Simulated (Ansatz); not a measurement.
# TaC (211): surface energy and levels, part 3 of 3

Aim: for TaC, compute energy, relaxation and work function or band edges of the (211) face.

Ansatz 0.2.0; DFT PBE, scalar-relativistic, plane waves, PAW. The steps go on from the part before.

## 5. Relaxing the (211) slab

File input.yaml:

```yaml
crystal:
  lattice:
    - [3.1644852845, 0.0, 0.0]
    - [0.0, 7.7513742456, 0.0]
    - [0.0, 0.0, 24.1350821543]
  atoms:
    - { symbol: Ta, position: [0.5, 0.6666666667, 0.3107509621] }
    - { symbol: C, position: [0.5, 0.1666666667, 0.3107509621] }
    - { symbol: Ta, position: [0.0, 0.3333333333, 0.3486007697] }
    - { symbol: C, position: [0.0, 0.8333333333, 0.3486007697] }
    - { symbol: Ta, position: [0.5, 0.0, 0.3864505773] }
    - { symbol: C, position: [0.5, 0.5, 0.3864505773] }
    - { symbol: Ta, position: [0.0, 0.6666666667, 0.4243003848] }
    - { symbol: C, position: [0.0, 0.1666666667, 0.4243003848] }
    - { symbol: Ta, position: [0.5, 0.3333333333, 0.4621501924] }
    - { symbol: C, position: [0.5, 0.8333333333, 0.4621501924] }
    - { symbol: Ta, position: [0.0, 0.0, 0.5] }
    - { symbol: C, position: [0.0, 0.5, 0.5] }
    - { symbol: Ta, position: [0.5, 0.6666666667, 0.5378498076] }
    - { symbol: C, position: [0.5, 0.1666666667, 0.5378498076] }
    - { symbol: Ta, position: [0.0, 0.3333333333, 0.5756996152] }
    - { symbol: C, position: [0.0, 0.8333333333, 0.5756996152] }
    - { symbol: Ta, position: [0.5, 0.0, 0.6135494227] }
    - { symbol: C, position: [0.5, 0.5, 0.6135494227] }
    - { symbol: Ta, position: [0.0, 0.6666666667, 0.6513992303] }
    - { symbol: C, position: [0.0, 0.1666666667, 0.6513992303] }
    - { symbol: Ta, position: [0.5, 0.3333333333, 0.6892490379] }
    - { symbol: C, position: [0.5, 0.8333333333, 0.6892490379] }
basis:
  ecutwfc: 420
kpoints:
  mp_grid: { grid: [11, 5, 1] }
hamiltonian:
  xc: pbe
scf:
  occupations: { method: gaussian, width: 0.1 }
output:
  forces: true
  eigenvalues: true
  write_density: true
  write_potential: true
  elf: true
  volumetric_format: npy
relax:
  adjacent_minimum: "off"
  f_tol: 0.02
  max_steps: 60
efield:
  axis: 3
  dipole_correction: true
  ramp_width: 0.04
```

Launch:

```bash
$ ansatz run input.yaml --threads 8 --pin off --max-ram 15360MiB --backend cpu --events-out ev --progress --plain --runs-dir out
```

Output:

```text
Warning: RAYON_NUM_THREADS=8 ignored (pool sized by the plan → 8); use --threads N
Engine: ansatz 0.2.0, aarch64-unknown-linux-gnu
Pseudopotentials: kind: paw
Pseudopotential: Ta, paw, valence charge 13, recommended cutoff 420 eV (normal), Ta.paw.azcp
Pseudopotential: C, paw, valence charge 4, recommended cutoff 420 eV (normal), C.paw.azcp
Functional definition: PBE
  parameter kappa = 0.804
  parameter beta = 0.06672455060314922
  exchange = pbe_x(kappa = kappa, mu = beta*pi^2/3)
  correlation = pbe_c(beta = beta)
Crystal: 22 atoms, lattice volume = 592.012 Å³
Basis set: ecut = 420 eV, 11567 PW (Γ), exchange–correlation on 48×108×324 points (8 copies of the dense FFT grid, shifted against one another)
Bands: 116, of which v1, the nominal top of the filled ones, is band 94 counted from 1 (93 counted from 0)
Symmetry: 2 space group operations
k-points: 18 of 55 (time reversal used)
Non-local potential: Ta, projectors of the file, l = 0: 3, l = 1: 2, l = 2: 2, l = 3: 1
Non-local potential: C, projectors of the file, l = 0: 2, l = 1: 2, l = 2: 1
PAW form: soft (Blöchl's): semilocal exchange-correlation on the pseudo side does not see the compensation charge
PAW one-centre angular grid: Ta, 590 points (default); XC on 64 Gauss nodes
PAW one-centre angular grid: C, 110 points (default); XC on 64 Gauss nodes
Initial density: superposition of atomic densities (neutral atoms: chi_scale 0, normalization atom), corrected by the library's trained network
Initial wavefunctions: pseudopotential atomic-orbital guess
Functional: x = pbe(κ = 0.804, μ = 0.2195149727645171), c = pbe(β = 0.06672455060314922)
SCF iter   1: F=—  HF=-112015.836009 eV  |F-HF|=—  |Δ(HF+E_count)|=         —  Δρ=4.34e-3  dr2=2.70e-1  ethr=1.77e-3  p=0.000 e·Å  D=2.33e-13 V/Å  ΔV_dip=-0.00 eV  dr2_dipole=3.19e-7  V_vac-E_F(+/−)=4.78/4.78 eV  ⟨swp⟩=8.6  Hψ=10524  notcnv=0
efield: sawtooth ramp at fractional position 0.9800 (placed from the atoms, in the widest stretch of the axis that holds none; the zero of the levels goes with the place), width 0.0400; the density the first Hamiltonian is built on has a dipole p = 0.000 e·Å; the dipole correction subtracts the counter field D = 2.33e-13 V/Å, which shifts the + side's vacuum level by -0.00 eV against the − side's; the planar-averaged density in the ramp window peaks in size at 3.6e-5 e/Å³
preconditioner: auto → LDOS  [metal: Δε(μ)=0.020 eV  Ē_g=7.267 eV  σ=0.100 eV  W_gap=0.11  n_scr=114 (ndim 8)  ℏωp=15.2 eV  f_vac=0.494  D(μ)=7.68/eV (n_scr^D=28)  β→1.0]
SCF iter   2: F=—  HF=-112015.818889 eV  |F-HF|=—  |Δ(HF+E_count)|=   1.71e-2  Δρ=2.52e-3  dr2=9.21e-2  ethr=1.44e-4  p=0.000 e·Å  D=2.60e-5 V/Å  ΔV_dip=-0.00 eV  dr2_dipole=2.02e-6  V_vac-E_F(+/−)=4.45/4.45 eV  ⟨swp⟩=2.5  Hψ=3587  notcnv=0  defer=168
SCF iter   3: F=—  HF=-112015.807038 eV  |F-HF|=—  |Δ(HF+E_count)|=   1.19e-2  Δρ=6.26e-4  dr2=7.43e-3  ethr=4.92e-5  p=0.000 e·Å  D=5.16e-6 V/Å  ΔV_dip=-0.00 eV  dr2_dipole=2.43e-8  V_vac-E_F(+/−)=4.51/4.51 eV  ⟨swp⟩=2.0  Hψ=2883  notcnv=0  defer=168
SCF iter   4: F=—  HF=-112015.807762 eV  |F-HF|=—  |Δ(HF+E_count)|=   7.24e-4  Δρ=2.36e-4  dr2=1.06e-3  ethr=3.97e-6  p=0.000 e·Å  D=1.60e-6 V/Å  ΔV_dip=-0.00 eV  dr2_dipole=3.93e-9  V_vac-E_F(+/−)=4.47/4.47 eV  ⟨swp⟩=2.6  Hψ=2869  notcnv=0  defer=25
SCF iter   5: F=—  HF=-112015.807839 eV  |F-HF|=—  |Δ(HF+E_count)|=   7.75e-5  Δρ=9.75e-5  dr2=1.18e-4  ethr=5.69e-7  p=-0.000 e·Å  D=-6.76e-8 V/Å  ΔV_dip=0.00 eV  dr2_dipole=1.68e-9  V_vac-E_F(+/−)=4.44/4.44 eV  ⟨swp⟩=2.8  Hψ=3405  notcnv=0  defer=17
SCF iter   6: F=—  HF=-112015.807868 eV  |F-HF|=—  |Δ(HF+E_count)|=   2.90e-5  Δρ=3.89e-5  dr2=1.95e-5  ethr=6.29e-8  p=-0.000 e·Å  D=-2.87e-7 V/Å  ΔV_dip=0.00 eV  dr2_dipole=3.11e-10  V_vac-E_F(+/−)=4.43/4.43 eV  ⟨swp⟩=2.6  Hψ=3260  notcnv=0  defer=17
SCF iter   7: F=-112015.807876 eV  HF=-112015.807875 eV  |F-HF|=1.68e-6  |Δ(HF+E_count)|=   6.47e-6  Δρ=1.11e-5  dr2=8.59e-7  ethr=5.35e-9  p=-0.000 e·Å  D=-9.82e-8 V/Å  ΔV_dip=0.00 eV  dr2_dipole=1.15e-11  V_vac-E_F(+/−)=4.43/4.43 eV  ⟨swp⟩=25.1  Hψ=24841  notcnv=0
SCF 1 converged in 7 iterations: F = -112015.807876 eV  dr2 = 8.59e-7
  Residual-converged pass: ⟨swp⟩=1.1  Hψ=2161  notcnv=0  max |occ|·‖R‖ = 7.0e-9 eV (tolerance 1.0e-8 eV)  dr2=8.59e-7  dr2_onsite=4.92e-9  max |Δocc| = 4.4e-10
relax step   1: F+E_penalty+E_count = -112015.80787650 eV  Δ(F+E_penalty+E_count) = +0.000e0 eV  max|allowed force component| = 3.676e0 eV/Å  Δτ_max = 0.0000 Å  (7 SCF iters, dr2 threshold 1.00e-5 eV, accepted)
[... from here on, the SCF cycles and remarks between the steps are left out ...]
relax step   2: F+E_penalty+E_count = -112017.96654562 eV  Δ(F+E_penalty+E_count) = -2.159e0 eV  max|allowed force component| = 1.333e0 eV/Å  Δτ_max = 0.1948 Å  (7 SCF iters, dr2 threshold 1.00e-4 eV, accepted)
relax step   3: F+E_penalty+E_count = -112018.30872619 eV  Δ(F+E_penalty+E_count) = -3.422e-1 eV  max|allowed force component| = 3.586e-1 eV/Å  Δτ_max = 0.0942 Å  (5 SCF iters, dr2 threshold 1.00e-4 eV, accepted)
relax step   4: F+E_penalty+E_count = -112018.34792586 eV  Δ(F+E_penalty+E_count) = -3.920e-2 eV  max|allowed force component| = 1.608e-1 eV/Å  Δτ_max = 0.0614 Å  (6 SCF iters, dr2 threshold 9.31e-6 eV, accepted)
relax step   5: F+E_penalty+E_count = -112018.35377866 eV  Δ(F+E_penalty+E_count) = -5.853e-3 eV  max|allowed force component| = 6.771e-2 eV/Å  Δτ_max = 0.0180 Å  (6 SCF iters, dr2 threshold 1.87e-6 eV, accepted)
relax step   6: F+E_penalty+E_count = -112018.35463510 eV  Δ(F+E_penalty+E_count) = -8.564e-4 eV  max|allowed force component| = 2.403e-2 eV/Å  Δτ_max = 0.0080 Å  (5 SCF iters, dr2 threshold 8.13e-7 eV, accepted)
relax step   7: F+E_penalty+E_count = -112018.35480327 eV  Δ(F+E_penalty+E_count) = -1.682e-4 eV  max|allowed force component| = 3.635e-3 eV/Å  Δτ_max = 0.0035 Å  (5 SCF iters, accepted)
WARN: The output density's exchange-correlation potential varies sharply where the density is thin. Do not read a vacuum level from v_tot or v_xc, or from such a field of the output density. On a cell that repeats whose density bears no net charge and no dipole along the vacuum's axis use v_es (v_loc + v_h of the components); under efield.dipole_correction with no amplitude use v_es + v_field, which holds any external_charges[].barrier, or the levels of the report's work_function block, which leave it out; under a non-zero efield.amplitude the vacuum is tilted and has no level; on a cell that repeats and bears such a dipole with no correction it is tilted too, and efield.dipole_correction with no amplitude gives each side of its ramp a level where efield: is served; in a cell that repeats whose density bears a net charge (total_charge, or a fill off its count) it is curved and has none; of a slab under crystal.periodic whose density bears no net charge use v_es, which has a level on each side, short of where the two are joined; of another it falls or rises all the way out and has none; of a slab beside external_charges read slab_vacuum_level instead, which it has where they leave it neutral. The grid or the basis barely resolves most such structure, and the values can differ between equally converged runs; as a rule a tighter scf.convergence.dr2_threshold does not remove it. Where the density itself ripples (under the LDA too) a higher basis.ecutwfc lessens it. The files hold the spikes' plane waves up to the density's cutoff. Files: v_tot_of_output_density and the like, and their columns of v_z.tsv (output.write_potential); v_xc_of_output_density and the like, and their columns of v_comp_z.tsv (output.write_potential_components). Measured: with its Gaussian average of σ = 0.25 Å subtracted twice, the exchange-correlation potential is over 0.1 eV at 4 of the grid points where the equally averaged density (valence and model cores) is under 1e-3 e/Å³, and 0.104 eV at the most among them, at an averaged density of 2.5e-8 e/Å³. The input density's (outcome.potential() and, of a run that writes arrays, v_tot and v_xc) is over 0.1 eV, so measured, at 12 points of its own thin density, 0.108 eV at the most. See output.write_potential in the manual, Limitations
SCF converged after 5 iterations
Free energy (F): -112018.354803 eV
Harris-Foulkes:  -112018.354803 eV  (|F-HF|=3.20e-8)
Internal energy: -112018.317536 eV  (E = F + TS)
E sigma→0 (E₀):  -112018.336170 eV
Entropy (-TS):   -0.037267 eV (-1.694 meV/atom)
Fermi energy:    5.602568 eV
Dipole field:    D = -0.000001 V/Å  (p = -0.000002 e·Å, saw-weighted, corrected)
Work function:   Φ+ = 4.2394 eV   Φ− = 4.2394 eV
Levels:          The Fermi level and band energies are counted from a zero that moves with the ramp; work functions are not
--- Per-component energies (eV) ---
  E_band       = -3307.346829
  E_kinetic    = 4996.856900
  E_local      = -185430.633432  (includes V_loc(G=0)·N_el)
  E_nonlocal   = 455.747404
  E_hartree    = 90445.578390
  E_xc         = -2935.035814
  E_vxc        = -2903.840206  (∫ρ·V_xc dr)
  E_paw        = -93453.212821  (= ΣΔE_a)
  E_vpaw       = -1316.601323  (= ΣTr[D̂ρ^β])
  E_aug_tail   = 0.001773  (compensation charges beyond the density's cutoff)
  E_efield     = 0.000000  (sawtooth field / dipole correction)
  E_vefield    = -0.000000  (∫n·V_field dr)
  E_ewald      = 73902.380064
  E_smearing   = -0.037267  (= −TS)
  E_closure    = 0.000000  (closes the sum)
  Σ components = -112018.354803   (vs F -112018.354803, Δ=0.00e0)
--- Forces (eV/Å), atoms counted from 1 ---
  atom   1  Ta     0.00000000     0.00037466     0.00203404
  atom   2  C      0.00000000    -0.00156854     0.00012089
  atom   3  Ta     0.00000000     0.00111986     0.00007262
  atom   4  C      0.00000000    -0.00209926    -0.00273617
  atom   5  Ta     0.00000000     0.00117828     0.00155014
  atom   6  C      0.00000000     0.00157316     0.00126012
  atom   7  Ta     0.00000000    -0.00356798     0.00024867
  atom   8  C      0.00000000    -0.00140860    -0.00115951
  atom   9  Ta     0.00000000     0.00210538    -0.00067185
  atom  10  C      0.00000000     0.00363470    -0.00169503
  atom  11  Ta     0.00000000    -0.00000164     0.00000116
  atom  12  C      0.00000000     0.00000035    -0.00000101
  atom  13  Ta     0.00000000    -0.00210297     0.00067487
  atom  14  C      0.00000000    -0.00363328     0.00169217
  atom  15  Ta     0.00000000     0.00356609    -0.00024870
  atom  16  C      0.00000000     0.00140727     0.00115719
  atom  17  Ta     0.00000000    -0.00117900    -0.00154737
  atom  18  C      0.00000000    -0.00157097    -0.00126282
  atom  19  Ta     0.00000000    -0.00112027    -0.00007290
  atom  20  C      0.00000000     0.00209980     0.00273452
  atom  21  Ta     0.00000000    -0.00037371    -0.00202934
  atom  22  C      0.00000000     0.00156641    -0.00012095
  max |Σ_I F_I| component: 7.10e-7 eV/Å
--- Band table (eV; the first three rows and the last of 18) ---
  k-point 0: bands = ["-63.2490", "-63.0439", "-63.0330", "-62.9632", "-62.9587", "-62.6833", "-62.6832", "-62.5589", "-62.5589", "-62.4198", "-62.4197", "-29.9660", "-29.9161", "-29.8826", "-29.8035", "-29.7651", "-29.6555", "-29.6332", "-29.6312", "-29.5661", "-29.5158", "-29.4707", "-29.4675", "-29.4670", "-29.4039", "-29.3599", "-29.3310", "-29.3199", "-29.3072", "-29.2845", "-29.2841", "-29.2803", "-29.0972", "-29.0822", "-29.0694", "-29.0686", "-29.0131", "-29.0095", "-28.8491", "-28.8489", "-28.8433", "-28.8432", "-28.8016", "-28.8014", "-8.5643", "-7.3940", "-6.7612", "-6.2948", "-6.2592", "-6.1166", "-5.8902", "-5.5188", "-5.3179", "-4.4662", "-4.3849", "-1.4891", "-1.4285", "-0.8836", "-0.8100", "-0.4906", "-0.1348", "0.2685", "0.3101", "0.7847", "0.8161", "0.8476", "0.9751", "1.0339", "1.2074", "1.2285", "1.2607", "1.3351", "1.3756", "1.5916", "1.6961", "1.7021", "1.9002", "2.1380", "2.5291", "2.5841", "2.7184", "2.8891", "3.0441", "3.5225", "3.5669", "3.8573", "3.8762", "3.9922", "4.4707", "4.6030", "4.7947", "4.8603", "5.1057", "5.1248", "5.5424", "5.7793", "5.8353", "6.1439", "6.3651", "6.6778", "6.7767", "6.7815", "7.0333", "7.0821", "7.2084", "7.2935", "7.7052", "7.7508", "7.9516", "8.0501", "8.1195", "8.3685", "8.3691", "8.3803", "8.4695", "8.7357"]
[... 3 lines left out ...]
--- Relaxed structure (7 steps of the walk, 7 accepted, 0 SCFs on fresh bases) ---
  F+E_penalty+E_count = -112018.35480327 eV   max|allowed force component| = 3.635e-3 eV/Å
  atoms:
    - { symbol: Ta, position: [0.5, 0.6621802874574672, 0.3204421606244967] }
    - { symbol: C, position: [0.5, 0.17308418505668907, 0.3167224456614631] }
    - { symbol: Ta, position: [0.0, 0.3121797306860342, 0.3471982273654498] }
    - { symbol: C, position: [0.0, 0.8222034535594874, 0.3464538212912472] }
    - { symbol: Ta, position: [0.5, -0.004211955210732919, 0.3815802025124203] }
    - { symbol: C, position: [0.5, 0.5017169971851467, 0.3860842521248089] }
    - { symbol: Ta, position: [0.0, 0.6653754837819269, 0.42851397555362386] }
    - { symbol: C, position: [0.0, 0.16550957332007452, 0.4234375175145232] }
    - { symbol: Ta, position: [0.5, 0.3371786146695795, 0.46007139076904235] }
    - { symbol: C, position: [0.5, 0.8354904602910795, 0.4625870127535435] }
    - { symbol: Ta, position: [0.0, 1.2362624893839401e-8, 0.49999999585311583] }
    - { symbol: C, position: [0.0, 0.4999999962357953, 0.5000000015849401] }
    - { symbol: Ta, position: [0.5, 0.6628213666260893, 0.5399286092242992] }
    - { symbol: C, position: [0.5, 0.16450953169852767, 0.5374129926652397] }
    - { symbol: Ta, position: [0.0, 0.3346245250809245, 0.5714860274791669] }
    - { symbol: C, position: [0.0, 0.8344904282890119, 0.5765624849333665] }
    - { symbol: Ta, position: [0.5, 0.004211960155336289, 0.6184197835449723] }
    - { symbol: C, position: [0.5, 0.4982829980924175, 0.613915755744001] }
    - { symbol: Ta, position: [0.0, 0.6878202934347, 0.6528017769092669] }
    - { symbol: C, position: [0.0, 0.17779652337024313, 0.6535461800820882] }
    - { symbol: Ta, position: [0.5, 0.33781968451252403, 0.6795578330201593] }
    - { symbol: C, position: [0.5, 0.8269158493450525, 0.6832775527887646] }
```

It took 2.8 min on 8 threads of Arm Neoverse V2, shared host; peak memory 3 GiB.

Step by step:

```
step  E - E(step 1) (eV/cell)  largest force component (eV/Å)
   1                   0.0000                          3.6765
   2                  -2.1587                          1.3329
   3                  -2.5008                          0.3586
   4                  -2.5400                          0.1608
   5                  -2.5459                          0.0677
   6                  -2.5468                          0.0240
   7                  -2.5469                          0.0036
```

Step 1 is the start.

This gives work function 4.24 eV.

Plane-averaged electrostatic potential energy of an electron across the slab, counted from the Fermi level:

(z (Å), V (eV)): (1.79, 4.24), (2.09, 4.24), (2.68, 4.24), (2.98, 4.24), (3.58, 4.24), (3.87, 4.24), (4.17, 4.23), (4.77, 4.22), (5.07, 4.20), (5.66, 4.06), (5.96, 3.88), (6.26, 3.49), (6.85, 0.84), (7.15, -2.71), (7.75, -11.81), (8.05, -13.83), (8.64, -13.02), (8.94, -12.05), (9.24, -11.91), (9.83, -10.21), (10.13, -11.61), (10.73, -12.64), (11.02, -13.18), (11.32, -12.61), (11.92, -12.09), (12.22, -12.09), (12.81, -12.61), (13.11, -13.18), (13.41, -12.64), (14.00, -11.61), (14.30, -10.21), (14.90, -11.91), (15.20, -12.05), (15.49, -13.02), (16.09, -13.83), (16.39, -11.81), (16.98, -2.71), (17.28, 0.84), (17.88, 3.49), (18.18, 3.88), (18.47, 4.06), (19.07, 4.20), (19.37, 4.22), (19.96, 4.23), (20.26, 4.24), (20.56, 4.24), (21.16, 4.24), (21.45, 4.24), (22.05, 4.24), (22.35, 4.24)

Density in a lattice plane of the grid's cell (edges 7.75 and 24.14 Å, at 0.500 of the third edge), which holds Ta and C.

Ten even steps from '0' (0.00 e/Å³) to '9' (4.33 e/Å³):
```
00000000
00000000
00000000
00000000
00000000
00380012
40141011
91013100
03200950
01110111
00590023
90013101
41101410
02100830
00000000
00000000
00000000
00000000
00000000
00000000
```
Columns run along the first of these edges and rows up along the second, over one cell in 8 and 20 even steps from the bottom left corner. Atoms in the plane (fractional): Ta at (0.66, 0.32), C at (0.17, 0.32), Ta at (1.00, 0.38), C at (0.50, 0.39), Ta at (0.34, 0.46), C at (0.84, 0.46), Ta at (0.66, 0.54), C at (0.16, 0.54), Ta at (0.00, 0.62), C at (0.50, 0.61), Ta at (0.34, 0.68), C at (0.83, 0.68).

ELF in the same plane.

Ten even steps from '0' (0.00) to '9' (0.81):
```
00000000
00000000
00000000
00000000
00000134
51781498
72268376
72275721
46922682
38333338
42862296
71275722
76738622
58941871
04310000
00000000
00000000
00000000
00000000
00000000
```
Columns run along the first of these edges and rows up along the second, over one cell in 8 and 20 even steps from the bottom left corner. Atoms in the plane (fractional): Ta at (0.66, 0.32), C at (0.17, 0.32), Ta at (1.00, 0.38), C at (0.50, 0.39), Ta at (0.34, 0.46), C at (0.84, 0.46), Ta at (0.66, 0.54), C at (0.16, 0.54), Ta at (0.00, 0.62), C at (0.50, 0.61), Ta at (0.34, 0.68), C at (0.83, 0.68).

Both are smooth fields of the valence electrons: close to the nuclei they are not physical.

The highest ELF values outside the cores: 0.85 beside C, off the lines to its neighbours, 0.8 Å from C; 0.80 in the shell around C, 0.7 Å from C; 0.79 between the atoms, 2.1 Å from Ta.

## 6. What the (211) slab gives

The surface energy is (E_slab − N·E_bulk) / 2A, with N = 22 atoms and A = 24.53 Å².

|  | as cut | relaxed |
| --- | --- | --- |
| surface energy, mean of both faces | 4.07 J/m² | 3.23 J/m² |
| work function | 4.43 eV | 4.24 eV |
| dipole along +c (e·Å/cell) | 0.000 | 0.000 |

How the layers moved (bottom to top):

```csv
plane,atoms,"spacing to the next, as cut (Å)",relaxed (Å),change (%),rumpling (Å)
1,TaC,0.914,0.682,-25.4,0.090
2,TaC,0.914,0.893,-2.2,0.018
3,TaC,0.914,1.017,+11.3,0.109
4,TaC,0.914,0.853,-6.6,0.123
5,TaC,0.914,0.933,+2.2,0.061
6,TaC,0.914,0.933,+2.2,0.000
7,TaC,0.914,0.853,-6.6,0.061
8,TaC,0.914,1.017,+11.3,0.123
9,TaC,0.914,0.893,-2.2,0.109
10,TaC,0.914,0.682,-25.4,0.018
11,TaC,,,,0.090
```

## 7. Outcome

The summary covers parts 1 to 3.

| quantity | value |
| --- | --- |
| surface energy, (211), cut with TaC on top | 3.23 J/m² |
| work function, (211), cut with TaC on top | 4.24 eV |

**Reading.** On (211) the top spacing contracts by 25.4 %, and relaxation gains 0.833 J/m² a face. The top plane rumples by 0.09 Å. The runs treat Ta without spin-orbit coupling.
